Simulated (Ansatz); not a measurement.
A run of Ansatz 0.2.0 is set up as follows.

File input.yaml:

```yaml
crystal:
  lattice:
    - [3.163787, -0.014759, -0.00466]
    - [-0.014759, 3.144854, -0.005398]
    - [-0.00466, -0.005398, 3.171504]
  atoms:
    - { symbol: Sb, position_ang: [0.1686381204, -0.0051827034, 0.0124070793] }
kpoints:
  mp_grid: { grid: [8, 8, 8] }
scf:
  occupations: { method: fermi_dirac, width: 0.1 }
hamiltonian:
  xc: pbesol
  pseudopotentials: { kind: all_electron, datasets: crystal }
output:
  forces: true
  stress: true
  eigenvalues: true
  write_potential: true
  volumetric_format: npy
```

Potentials or basis: all-electron PAW datasets made for the crystal.

Launch:

```console
$ ansatz run input.yaml --threads 1 --pin off --max-ram 2560MiB --backend cpu --events-out ev --progress --plain --runs-dir out
```

Task: Predict the band gap on the k mesh.

Result: None (metal or under the smearing width).

Task: Estimate the pressure.

Result: -4.6 GPa.

Stress tensor (GPa, compression positive):
```
-4.72  0.04  0.02
 0.04 -4.25  0.01
 0.02  0.01 -4.91
```

Spin-orbit coupling is left out, which matters for the levels of Sb.
